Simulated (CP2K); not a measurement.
# CuO (Tenorite) under changes of volume

One of the cells (10.135 Å³/atom); the others are scaled copies at fixed shape and fractional positions:

```
Cu O
1.0
     2.90048    0.00000    0.00000
     0.88113    2.76341    0.00000
    -0.68631   -0.50152    5.05787
Cu O
2 2
Direct
  0.50000 0.00000 0.50000
  0.00000 0.50000 0.00000
  0.41840 0.58160 0.75000
  0.58160 0.41840 0.25000
```

```yaml
Program: CP2K 2026.2
Functional: PBEsol
Potentials_or_basis: POTENTIAL_UZH Cu GTH-PBE-q11, O GTH-PBE-q6; TZVP-MOLOPT-PBE-GTH basis
Density_cutoff: 8163 eV
k_mesh: 10 × 10 × 5
Occupations: fermi-dirac, width 0.05 eV
Spin: no spin polarisation
```

| volume (Å³/atom) | energy over the lowest point (meV/atom) | pressure (GPa) | largest force (eV/Å) |
| --- | --- | --- | --- |
| 9.527 | 28.62 | 14.7 | 0.133 |
| 9.730 | ? | ? | ? |
| 9.932 | 3.95 | 5.2 | 0.286 |
| 10.135 | 0.00 | 1.2 | 0.355 |
| 10.338 | 0.68 | -2.4 | 0.422 |
| 10.540 | 5.84 | -5.6 | 0.481 |
| 10.743 | 14.82 | -8.5 | 0.536 |

What does the run at 9.730 Å³/atom give?

Energy over the lowest point 13.28 meV/atom; pressure 9.7 GPa; largest force 0.212 eV/Å.

Worked out: A Birch-Murnaghan fit of order 3 (a polynomial in V^(-2/3)) to the other rows has its minimum at 10.20 Å³/atom with B0 = V·E''(V) = 184 GPa and B' = 4.3 at fixed shape and positions, which overstates the stiffness. It gives 13.30 meV/atom at 9.730 Å³/atom, against the run's 13.28, and -dE/dV = 9.7 GPa, against 9.7.

Energies are extrapolated to zero smearing.

Caveats: the potentials were made for another functional, which shifts forces and pressure; the basis of atomic orbitals isn't converged, which shifts pressures, moduli and gaps; the run has no spin polarisation, though such a crystal can be magnetic.
